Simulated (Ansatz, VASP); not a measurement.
# One calculation of NiO, two programs

Contents of INCAR:

```
SYSTEM = NiO
PREC = Accurate
ENCUT = 520
EDIFF = 1E-7
ISMEAR = -1
SIGMA = 0.05
LREAL = .False.
LASPH = .True.
NELM = 100
ALGO = Normal
ISIF = 2
LWAVE = .False.
LCHARG = .False.
ISPIN = 2
MAGMOM = 1 0
LORBIT = 11
LMAXMIX = 4
GGA = PE
NBANDS = 19
```

The input KPOINTS:

```
Automatic mesh
0
Gamma
  11 11 10
  0 0 0
```

The input POSCAR:

```
NiO
1.0
    2.8014921933      0.0000000000      0.0000000000
   -1.4007460916      2.4261634035      0.0000000000
    0.0000000000      0.0000000000      2.7341175764
Ni O
1 1
Direct
    0.0000000000      0.0000000000      0.0000000000
    0.6666666667      0.3333333333      0.5000000000
```

Contents of input.yaml:

```yaml
crystal:
  lattice:
    - [2.8014921933, 0.0, 0.0]
    - [-1.4007460916, 2.4261634035, 0.0]
    - [0.0, 0.0, 2.7341175764]
  atoms:
    - { symbol: Ni, position: [0.0, 0.0, 0.0], spin: 1.0 }
    - { symbol: O, position: [0.6666666667, 0.3333333333, 0.5] }
hamiltonian:
  xc: pbe
  pseudopotentials: { kind: paw }
magnetization:
  spin_polarized: true
kpoints:
  mp_grid: { grid: [11, 11, 10] }
scf:
  occupations: { method: fermi_dirac, width: 0.05 }
output:
  forces: true
  stress: true
  eigenvalues: true
```

Change from the starting cell: volume scaled by 1.02.

Alike in both runs: task single point; functional PBE; k mesh 11 × 11 × 10; occupations fermi-dirac, width 0.05 eV; collinear spin, ferromagnetic start.

|  | VASP | Ansatz |
| --- | --- | --- |
| version | VASP 6.6.1 | Ansatz 0.2.0 |
| potentials or method | VASP PAW PBE potentials, release 64 (Ni, O) | Ansatz PAW |
| plane-wave cutoff (eV) | 520 | 420 |
| valence electrons in the cell | 16 | 24 |

```csv
,VASP,Ansatz,Ansatz less VASP
gap on the k mesh at the Fermi level (eV),none,none,-
pressure (GPa),1.1,1.4,+0.23
largest component of the traceless stress (GPa),3.03,2.81,-0.218
net moment per atom (μB),0.94,0.96,+0.016
size of the moment on the site where the two differ most (μB),0.41,0.44,+0.027
```

Site moments also hang on the region over which each program counts them. A gap of «none» marks a metal or a gap that the smearing closes. The two sets of potentials don't hold the same shells in valence.

Caveats: a cell with one magnetic atom can't hold antiferromagnetic order, which such compounds often take; semilocal functionals often make such compounds metallic where correlation or magnetic order opens a gap, which also shifts bond lengths; the pressure holds a Pulay correction of +0.7 GPa for the finite cutoff (Ansatz).
